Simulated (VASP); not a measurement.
# NaF (Fm-3m) in VASP: further runs

Aim: see how the results for NaF move with the level of theory and the settings. Levels: HSE06, r2SCAN. Tasks: electrostatic potential.

All numbers are computed with VASP 6.6.1; they aren't measurements. Logs are shortened: lines on timing, memory, paths and dates and some standing lists are left out, and cuts for length are marked.

### 1 Starting point

Symmetry: Fm-3m, No. 225, cubic system. The conventional cell has a = 4.694 Å, b = 4.694 Å, c = 4.694 Å, α = 90.00°, β = 90.00°, γ = 90.00°. Na (site symmetry m-3m) has 6 F at 2.35 Å as nearest neighbours. F (site symmetry m-3m) is surrounded by 6 Na at 2.35 Å.

The cell was built by a generator and needn't be a form met in nature.

### 2 Electrostatic potential, HSE06

Contents of POSCAR:

```
NaF                                     
1.0
    0.0000000000      2.3469338985      2.3469338985
    2.3469338985      0.0000000000      2.3469338985
    2.3469338985      2.3469338985      0.0000000000
  Na              F             
     1     1
Direct
     1.0000000000000000    1.0000000000000000    0.0000000000000000
     0.5000000000000000    0.5000000000000000    0.5000000000000000
```

Contents of INCAR.step1:

```
SYSTEM = NaF
ALGO = Normal ; EDIFF = 1E-5
ENCUT = 520 ; GGA = PE
ISIF = 2 ; ISMEAR = 0
KPAR = 4 ; LASPH = .True.
LREAL = .False. ; LWAVE = .True.
NELM = 60 ; PREC = Accurate
SIGMA = 0.02
```

Contents of INCAR.step2:

```
SYSTEM = NaF
ALGO = Normal ; EDIFF = 1E-6
ENCUT = 520 ; GGA = PE
HFSCREEN = 0.2 ; ISIF = 2
ISMEAR = 0 ; ISTART = 1
KPAR = 4 ; LASPH = .True.
LCHARG = .True. ; LHFCALC = .True.
LREAL = .False. ; LVHAR = .True.
LWAVE = .False. ; NELM = 60
PREC = Accurate ; PRECFOCK = Fast
SIGMA = 0.02
```

Contents of KPOINTS:

```
k-points
0
Gamma
  8 8 8
  0 0 0
```

Potentials or basis: VASP PAW PBE potentials, release 64 (Na_pv, F).

On the command line:

```bash
$ cat potpaw_PBE.64/Na_pv/POTCAR potpaw_PBE.64/F/POTCAR > POTCAR
$ cp INCAR.step1 INCAR
$ mpirun -np 4 vasp_std > vasp.out
$ cp INCAR.step2 INCAR
$ mpirun -np 4 vasp_std > vasp.out
```

OUTCAR:

```text
SYSTEM = NaF
   EDIFF = 1E-6
   ENCUT = 520
   GGA = PE
   HFSCREEN = 0.2
   ISIF = 2
   ISMEAR = 0
   ISTART = 1
   LASPH = .True.
   LHFCALC = .True.
   LREAL = .False.
   NELM = 60
   PREC = Accurate
   PRECFOCK = Fast

 ion  position               nearest neighbor table
   1  0.000  0.000  0.000-   2 2.35   2 2.35   2 2.35   2 2.35   2 2.35   2 2.35
   2  0.500  0.500  0.500-   1 2.35   1 2.35   1 2.35   1 2.35   1 2.35   1 2.35

  LATTYP: Found a face centered cubic cell.
 ALAT       =     4.6938677970

  Lattice vectors:

 A1 = (   0.0000000000,   2.3469338985,   2.3469338985)
 A2 = (   2.3469338985,   0.0000000000,   2.3469338985)
 A3 = (   2.3469338985,   2.3469338985,   0.0000000000)

Analysis of symmetry for initial positions (statically):
=====================================================================
 Subroutine PRICEL returns:
 Original cell was already a primitive cell.

 Routine SETGRP: Setting up the symmetry group for a
 face centered cubic supercell.

 Subroutine GETGRP returns: Found 48 space group operations
 (whereof 48 operations were pure point group operations)
 out of a pool of 48 trial point group operations.

The static configuration has the point symmetry O_h .

Analysis of symmetry for dynamics (positions and initial velocities):
=====================================================================
 Subroutine PRICEL returns:
 Original cell was already a primitive cell.

 Routine SETGRP: Setting up the symmetry group for a
 face centered cubic supercell.

 Subroutine GETGRP returns: Found 48 space group operations
 (whereof 48 operations were pure point group operations)
 out of a pool of 48 trial point group operations.

The dynamic configuration has the point symmetry O_h .

 Subroutine INISYM returns: Found 48 space group operations
 (whereof 48 operations are pure point group operations),
 and found     1 'primitive' translations

----------------------------------------------------------------------------------------

                                     Primitive cell

  volume of cell :      25.8543

  direct lattice vectors                    reciprocal lattice vectors
     0.000000000  2.346933899  2.346933899    -0.213043921  0.213043921  0.213043921
     2.346933899  0.000000000  2.346933899     0.213043921 -0.213043921  0.213043921
     2.346933899  2.346933899  0.000000000     0.213043921  0.213043921 -0.213043921

  length of vectors
     3.319065749  3.319065749  3.319065749     0.369002895  0.369002895  0.369002895

  position of ions in fractional coordinates (direct lattice)
     0.000000000  0.000000000  0.000000000
     0.500000000  0.500000000  0.500000000

  ion indices of the primitive-cell ions
   primitive index   ion index
                 1           1
                 2           2

----------------------------------------------------------------------------------------

 KPOINTS: k-points

Automatic generation of k-mesh.
 Grid dimensions read from file:
 generate k-points for:    8    8    8

 Generating k-lattice:

  Cartesian coordinates                     Fractional coordinates (reciprocal lattice)
    -0.026630490  0.026630490  0.026630490     0.125000000  0.000000000  0.000000000
     0.026630490 -0.026630490  0.026630490     0.000000000  0.125000000  0.000000000
     0.026630490  0.026630490 -0.026630490     0.000000000  0.000000000  0.125000000

  Length of vectors
     0.046125362  0.046125362  0.046125362

  Shift w.r.t. Gamma in fractional coordinates (k-lattice)
     0.000000000  0.000000000  0.000000000

 Subroutine IBZKPT returns following result:
 ===========================================

 Found     29 irreducible k-points:

 Following reciprocal coordinates:
            Coordinates               Weight
  0.000000  0.000000  0.000000      1.000000
  0.125000  0.000000  0.000000      8.000000
  0.250000  0.000000  0.000000      8.000000
  0.375000  0.000000  0.000000      8.000000
  0.500000  0.000000  0.000000      4.000000
  0.125000  0.125000  0.000000      6.000000
[... 16 lines left out ...]
  0.500000  0.250000  0.125000     48.000000
 -0.375000  0.250000  0.125000     24.000000
 [... further k-points ...]
   k-points           NKPTS =     29   k-points in BZ     NKDIM =    512   number of bands    NBANDS=     11
   number of dos      NEDOS =    301   number of ions     NIONS =      2
   total plane-waves  NPLWV =  21952
   dimension x,y,z NGX =    28 NGY =   28 NGZ =   28
   dimension x,y,z NGXF=    56 NGYF=   56 NGZF=   56
   ions per type =               1   1
   NGX,Y,Z   is equivalent  to a cutoff of  14.02, 14.02, 14.02 a.u.
   NGXF,Y,Z  is equivalent  to a cutoff of  28.05, 28.05, 28.05 a.u.
 SYSTEM =  NaF
   PREC   = accura    normal or accurate (medium, high low for compatibility)
   ISTART =      1    job   : 0-new  1-cont  2-samecut
   ICHARG =      0    charge: 1-file 2-atom 10-const
   ISPIN  =      1    spin polarized calculation?
   LNONCOLLINEAR =      F non collinear calculations
   LSORBIT =      F    spin-orbit coupling
   LASPH  =      T    aspherical Exc in radial PAW
   ENCUT  =  520.0 eV  38.22 Ry    6.18 a.u.   6.17  6.17  6.17*2*pi/ulx,y,z
   NELM   =     60;   NELMIN=  2; NELMDL=  0     # of ELM steps
   EDIFF  = 0.1E-05   stopping-criterion for ELM
   LREAL  =      F    real-space projection
   EDIFFG = 0.1E-04   stopping-criterion for IOM
   NSW    =      0    number of steps for IOM
   IBRION =     -1    ionic relax: 0-MD 1-quasi-New 2-CG
   NFREE  =      0    steps in history (QN), initial steepest desc. (CG)
   ISIF   =      2    stress and relaxation
   ISYM   =      3    0-nonsym 1-usesym 2-fastsym
   POTIM  = 0.5000    time-step for ionic-motion
   TEBEG  =    0.0;   TEEND  =   0.0 temperature during run
   PSTRESS=    0.0 pullay stress
   NELECT =      14.0000    total number of electrons
   NUPDOWN=      -1.0000    fix difference up-down
   EMIN   =  10.00;   EMAX   =-10.00  energy-range for DOS
   EFERMI =   0.00;   METHOD = LEGACY
   ISMEAR =     0;   SIGMA  =   0.02  broadening in eV -4-tet -1-fermi 0-gaus
   EFERMI_NEDOS =   21; number of points for ismear=-14 and -15
   IALGO  =     38    algorithm
   IMIX   =      1    mixing-type and parameters
     AMIX     =   0.40;   BMIX     =  1.00
     AMIX_MAG =   1.60;   BMIX_MAG =  1.00
  volume/ion in A,a.u.               =      12.93        87.24
  Fermi-wavevector in a.u.,A,eV,Ry     =   1.334361  2.521577 24.225433  1.780519
  Thomas-Fermi vector in A             =   2.463148
   LORBIT       =      0    0 simple, 1 ext, 2 COOP (PROOUT), +10 PAW based schemes
   GGA     = PE    functional components
   LHFCALC =     T    Hartree Fock is set to
   PRECFOCK=fast      Normal, Fast or Accurate (Low or Medium for compatibility)
   ENCUT4O =  -1.0   cutoff for four orbital integrals eV
   NKREDX  =     1    reduce k-point grid by
   NKREDY  =     1    reduce k-point grid by
   NKREDZ  =     1    reduce k-point grid by
   AEXX    =    0.2500 exact exchange contribution
   HFSCREEN=    0.2000 screening length (either q_TF or 0.3 A-1)
   HFSCREENC=   0.2000 screening length for correlation (either q_TF or 0.3 A-1)
   ENCUTFOCK=  -1.0 apply spherical cutoff to Coloumb kernel
   IVDW    =     0    specifies the selected vdW correction
   LEPSILON=     F    determine dielectric tensor
   LRPA    =     F    only Hartree local field effects (RPA)
 non-spin polarized calculation
 Gauss-broadening in eV      SIGMA  =   0.02
  energy-cutoff  :      520.00
  volume of cell :       25.85
 maximum number of plane-waves:       725
 NGX is ok and might be reduce to    28
  NGX = 16; NGY = 16; NGZ = 16

 number of electron      14.0000003 magnetization

 Free energy of the ion-electron system (eV)
  ---------------------------------------------------
  ext. energy  EPLUGINS =         0.00000000
  ---------------------------------------------------
  free energy    TOTEN  =       -10.32726166 eV

  energy without entropy =      -10.32726166  energy(sigma->0) =      -10.32726166

 E-fermi :  -3.8465     XC(G=0):  -7.3510

 val. band max:       -3.9298024696   @ k =   0.0000   0.0000   0.0000
 cond. band min:       4.3221114160   @ k =   0.0000   0.0000   0.0000
 fundamental gap:      8.2519138856
 Fermi energy:        -3.8465311420

 k-point     1 :       0.0000    0.0000    0.0000
  band No.  band energies     occupation
      1     -24.5995      2.00000
      2     -24.4301      2.00000
      3     -24.4301      2.00000
      4     -24.4301      2.00000
      5      -3.9298      2.00000
      6      -3.9298      2.00000
      7      -3.9298      2.00000
      8       4.3221      0.00000
      9      17.1461      0.00000
     10      17.1461      0.00000
     11      17.1461      0.00000

 k-point     2 :       0.1250    0.0000    0.0000
  band No.  band energies     occupation
      1     -24.8066      2.00000
      2     -24.4314      2.00000
      3     -24.4314      2.00000
      4     -24.2024      2.00000
      5      -4.2026      2.00000
      6      -3.9670      2.00000
      7      -3.9670      2.00000
      8       4.8551      0.00000
      9      15.3560      0.00000
     10      17.3802      0.00000
     11      17.3802      0.00000

 k-point     3 :       0.2500    0.0000    0.0000
  band No.  band energies     occupation
      1     -25.0243      2.00000
      2     -24.4348      2.00000
      3     -24.4348      2.00000
      4     -23.9359      2.00000
      5      -4.7796      2.00000
      6      -4.0555      2.00000
      7      -4.0555      2.00000
      8       6.1754      0.00000
      9      13.2608      0.00000
     10      17.8850      0.00000
     11      17.8850      0.00000

 k-point     4 :       0.3750    0.0000    0.0000
  band No.  band energies     occupation
      1     -25.1649      2.00000
      2     -24.4381      2.00000
      3     -24.4381      2.00000
      4     -23.7458      2.00000
      5      -5.2774      2.00000
      6      -4.1426      2.00000
      7      -4.1426      2.00000
      8       7.7714      0.00000
      9      11.5779      0.00000
     10      18.1734      0.00000
     11      18.1734      0.00000

 k-point     5 :       0.5000    0.0000    0.0000
  band No.  band energies     occupation
      1     -25.2133      2.00000
      2     -24.4395      2.00000
      3     -24.4395      2.00000
      4     -23.6770      2.00000
      5      -5.4668      2.00000
      6      -4.1782      2.00000
      7      -4.1782      2.00000
      8       8.8304      0.00000
      9      10.5738      0.00000
     10      18.2004      0.00000
     11      18.2004      0.00000
[... 211 lines left out ...]
 k-point    21 :       0.5000    0.5000    0.0000
  band No.  band energies     occupation
      1     -24.5447      2.00000
      2     -24.4740      2.00000
      3     -24.4740      2.00000
      4     -24.3653      2.00000
      5      -5.1892      2.00000
      6      -4.3405      2.00000
      7      -4.3405      2.00000
      8      11.2577      0.00000
      9      11.4195      0.00000
     10      11.6731      0.00000
     11      17.9369      0.00000

 k-point    22 :       0.3750    0.2500    0.1250
  band No.  band energies     occupation
      1     -25.0074      2.00000
      2     -24.4601      2.00000
      3     -24.4414      2.00000
      4     -23.9144      2.00000
      5      -4.9170      2.00000
      6      -4.2484      2.00000
      7      -4.1389      2.00000
      8       7.2115      0.00000
      9      12.6910      0.00000
     10      16.4209      0.00000
     11      18.1013      0.00000

 k-point    23 :       0.5000    0.2500    0.1250
  band No.  band energies     occupation
      1     -25.0474      2.00000
      2     -24.4721      2.00000
      3     -24.4492      2.00000
      4     -23.8368      2.00000
      5      -5.1261      2.00000
      6      -4.4232      2.00000
      7      -4.2242      2.00000
      8       8.7124      0.00000
      9      11.6960      0.00000
     10      15.4986      0.00000
     11      17.4208      0.00000

 k-point    24 :      -0.3750    0.2500    0.1250
  band No.  band energies     occupation
      1     -25.0620      2.00000
      2     -24.4744      2.00000
      3     -24.4551      2.00000
      4     -23.8067      2.00000
      5      -5.2021      2.00000
      6      -4.4971      2.00000
      7      -4.2626      2.00000
      8       9.8537      0.00000
      9      10.8200      0.00000
     10      15.2004      0.00000
     11      17.1125      0.00000

 [... further k-points ...]
[... 5 lines left out ...]
  --------------------------------------------------------------------------------------
  -------------------------------------------------------------------------------------
  Total       -0.2538910     -0.2538910     -0.2538910      0.0000000     -0.0000000     -0.0000000
  in kB      -15.7334968    -15.7334968    -15.7334968      0.0000000     -0.0000000     -0.0000000
  external PRESSURE =     -15.7334968 kB  Pullay stress =       0.0000000 kB

 VOLUME and BASIS-vectors are now :
 -----------------------------------------------------------------------------
  energy-cutoff  :      520.00
  volume of cell :       25.85
      direct lattice vectors                 reciprocal lattice vectors
     0.000000000  2.346933899  2.346933899    -0.213043921  0.213043921  0.213043921
     2.346933899  0.000000000  2.346933899     0.213043921 -0.213043921  0.213043921
     2.346933899  2.346933899  0.000000000     0.213043921  0.213043921 -0.213043921

 POSITION                                       TOTAL-FORCE (eV/Angst)
 -----------------------------------------------------------------------------------
      0.00000      0.00000      0.00000        -0.000000      0.000000     -0.000000
      2.34693      2.34693      2.34693         0.000000     -0.000000      0.000000
 -----------------------------------------------------------------------------------
    total drift:                               -0.000000     -0.000000     -0.000000

  FREE ENERGIE OF THE ION-ELECTRON SYSTEM (eV)
  ---------------------------------------------------
  free  energy   TOTEN  =       -10.3272616555 eV

  energy  without entropy=      -10.3272616555  energy(sigma->0) =      -10.32726166
```

Wall time 2.5 min (4 MPI ranks of Intel Xeon 6975P-C (Granite Rapids), shared host); peak memory 0.25 GiB.

What came out:

| Quantity | Value |
| --- | --- |
| Free energy | -10.3273 eV |
| Pressure | -1.6 GPa |
| Band gap on the k mesh | 8.25 eV, direct |

Levels at points of the mesh, in eV from the valence-band top:
```
           k point  band 4  band 5  band 6  band 7  band 8  band 9  band 10  band 11
(0.00, 0.00, 0.00)  -20.50    0.00    0.00    0.00    8.25   21.08    21.08    21.08
(0.50, 0.00, 0.00)  -19.75   -1.54   -0.25   -0.25   12.76   14.50    22.13    22.13
(0.50, 0.50, 0.00)  -20.44   -1.26   -0.41   -0.41   15.19   15.35    15.60    21.87
```

Caveat: the PAW data sets were made with another functional, which shifts forces and pressure a little.

### 3 Electrostatic potential, r2SCAN

Contents of INCAR:

```
SYSTEM = NaF
ALGO = Normal ; EDIFF = 1E-6
ENCUT = 520 ; ISIF = 2
ISMEAR = 0 ; KPAR = 4
LASPH = .True. ; LCHARG = .True.
LMIXTAU = .True. ; LREAL = .False.
LVHAR = .True. ; LWAVE = .False.
METAGGA = R2SCAN ; NELM = 60
PREC = Accurate ; SIGMA = 0.02
```

Contents of KPOINTS:

```
k-points
0
Gamma
  10 10 10
  0 0 0
```

POSCAR is that of step 2.

Potentials or basis: VASP PAW PBE potentials, release 64 (Na_pv, F).

On the command line:

```bash
$ cat potpaw_PBE.64/Na_pv/POTCAR potpaw_PBE.64/F/POTCAR > POTCAR
$ mpirun -np 4 vasp_std > vasp.out
```

Run time: 17 s. Hardware: 4 MPI ranks of Intel Xeon 6975P-C (Granite Rapids), shared host; peak memory 0.14 GiB.

Results (log left out):

* Free energy: -12.5827 eV
* Pressure: -3.6 GPa
* Band gap on the k mesh: 6.96 eV, direct

Levels at points of the mesh, in eV from the valence-band top:
```
           k point  band 3  band 4  band 5  band 6  band 7  band 8  band 9  band 10  band 11
(0.00, 0.00, 0.00)  -19.62  -19.62    0.00    0.00    0.00    6.96   19.50    19.50    19.50
(0.50, 0.00, 0.00)  -19.63  -19.10   -1.47   -0.24   -0.24   11.38   13.08    20.98    20.98
(0.50, 0.50, 0.00)  -19.66  -19.66   -1.20   -0.38   -0.38   13.73   13.77    14.46    20.59
```

Caveat: the PAW data sets were made with another functional, which shifts forces and pressure a little.
